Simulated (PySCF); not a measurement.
Species: C6H6O.
SMILES with atom numbers: `[OH:1][c:2]1[cH:3][cH:4][cH:5][cH:6][cH:7]1` (hydrogens: H8 on O1; H9 on C3; H10 on C4; H11 on C5; H12 on C6; H13 on C7)

Structure optimised with GFN2-xTB, isolated species.

**Question.** List the bond lengths, angles and torsions at this level.

**Answer.** 
```tsv
bond	length (Å)	order
O1–C2	1.361	single
C2–C3, C2–C7	1.391	aromatic
C3–C4, C6–C7	1.382	aromatic
C4–C5, C5–C6	1.384	aromatic
O1–H8	0.965	single
C3–H9, C7–H13	1.081	single
C4–H10, C6–H12	1.080	single
C5–H11	1.079	single
```

Bonds in one row agree within 0.01 Å and their mean is given. Orders are formal, as drawn. A selection of angles:
```tsv
angle	degrees
C2–O1–H8	109.8
O1–C2–C3	118.2
O1–C2–C7	122.1
C3–C2–C7	119.7
C2–C3–C4	119.8
C2–C3–H9	118.7
C4–C3–H9	121.5
C3–C4–C5	120.5
C3–C4–H10	119.6
C5–C4–H10	120.0
C4–C5–C6	119.7
C4–C5–H11	120.2
C6–C7–H13	120.2
```

Dihedral angles: H8–O1–C2–C3 180° (antiperiplanar).

The 6-membered ring C2–C3–C4–C5–C6–C7 has internal angles of 119.7° to 120.5° (sum 720°, against 720° for a flat polygon); it is planar, 0.00 Å rms from its mean plane, widest ring torsion 0°. The 7 heavy atoms lie in one plane (0.001 Å rms). Of the pairs four or more bonds apart, H8···H13 is among the closest relative to their van der Waals radii: 2.27 Å, 95 % of the sum of Bondi's values.

Point group: Cs (tolerance 0.08 Å). GFN2-xTB frequencies: not computed here. One conformer, not necessarily the lowest (H–O1–C2–C3 180°).
